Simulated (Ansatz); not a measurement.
CoO: a fit and a missing row

CoO, Fm-3m, a = 4.167 Å. Ansatz: PBEsol, PAW, 420 eV, Γ-centred 18×18×18 mesh on 2 atoms, Gaussian smearing 0.10 eV; collinear spin, largest moment 2.3 μB. Symmetry fixes shape and atoms, so the cell is only scaled; pressure is positive in compression.

```tsv
V (Å³/atom)	P (GPa)
8.501	11.07
8.773	5.48
9.044	-0.03
9.315	-4.66
9.586	?
```

**Question.** Take V0 = 9.044 Å³/atom, count pressures from its P0 = -0.03 GPa, fit the third-order Birch–Murnaghan form to the other rows, and predict the missing pressure.

**Answer.** With the Eulerian strain f = ½[(V0/V)^(2/3) − 1] and y = (P − P0)/[3f(1 + 2f)^(5/2)], the form is the line y = B0 + 1.5 B0 (B0′ − 4) f. Rows (f, y): 0.02107, 158.4; 0.01024, 170.5; -0.00975, 166.3. Means f = 0.007187, y = 165.07; Σ(Δf)² = 0.0004889, ΣΔfΔy = -0.09685; the slope is their ratio. y = 166.5 − 198.1 f GPa, so B0 = 166.5 GPa and B0′ = 4 + 2 × (-198.1)/(3 × 166.5) = 3.21. At V = 9.586, f = -0.01903, y = 170.27 and P = -8.85 GPa. The run gave -9.14 GPa, so the fit is 0.29 GPa too high, within twice the rms miss on the fitted rows (0.20 GPa). The form still works here, 33 % of the fitted range beyond its end. Note that the largest moment runs from 2.06 to 2.50 μB along the series.

The largest moment runs from 2.06 to 2.50 μB along the series, so B0 and B0′ hold the change of the moment too.

The cell holds one magnetic atom, so it can only be ferromagnetic; an antiferromagnetic order may lie lower.